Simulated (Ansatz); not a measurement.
# Ag3O: the cost of one run

Method: DFT PBE, scalar-relativistic, plane waves, PAW, in Ansatz 0.2.0.

2 further runs of the same task are left out: 1 that didn't finish, 1 set aside as unsound or not needed.

## Step 1: The starting structure

Symmetry: P4/mmm, No. 123, tetragonal system. The conventional cell has a = 5.327 Å, b = 5.327 Å, c = 2.915 Å, α = 90.00°, β = 90.00°, γ = 90.00°. Ag (site symmetry mmm) has 2 O at 2.66 Å and 6 Ag at 2.92 to 3.04 Å as nearest neighbours. Ag (site symmetry 4/mmm) is surrounded by 10 Ag at 2.92 to 3.04 Å. O (site symmetry 4/mmm) is surrounded by 4 Ag at 2.66 Å.

Structure file:

```xyz
4
Lattice="5.3266 0.0000 0.0000 0.0000 5.3266 0.0000 0.0000 0.0000 2.9151" Properties=species:S:1:pos:R:3 pbc="T T T"
Ag    0.0000    2.6633    1.4576
Ag    2.6633    0.0000    1.4576
Ag    0.0000    0.0000    0.0000
O     2.6633    2.6633    1.4576
```

A structure generator made this guess: random cell by space group and Wyckoff sites (P4/mmm, No. 123). Its size is a rough estimate.

## Step 2: Probe: one point on a coarse mesh

Input file input.yaml:

```yaml
crystal:
  lattice:
    - [5.32660687, 0.0, 0.0]
    - [0.0, 5.32660687, 0.0]
    - [0.0, 0.0, 2.91512385]
  atoms:
    - { symbol: Ag, position: [0.0, 0.5, 0.5] }
    - { symbol: Ag, position: [0.5, 0.0, 0.5] }
    - { symbol: Ag, position: [0.0, 0.0, 0.0] }
    - { symbol: O, position: [0.5, 0.5, 0.5] }
basis:
  ecutwfc: 420
kpoints:
  mp_grid: { grid: [4, 4, 6] }
hamiltonian:
  xc: pbe
scf:
  occupations: { method: gaussian, width: 0.1 }
  lower_state_search: "off"
output:
  forces: true
  stress: true
  eigenvalues: true
```

Started as:

```sh
ansatz run input.yaml --threads 1 --pin off --max-ram 2560MiB --backend cpu --events-out ev --progress --plain --runs-dir out
```

What time and memory should one allow on 1 thread of Arm Neoverse V2, shared host?

About 3.3 s, with a peak of 0.34 GiB.
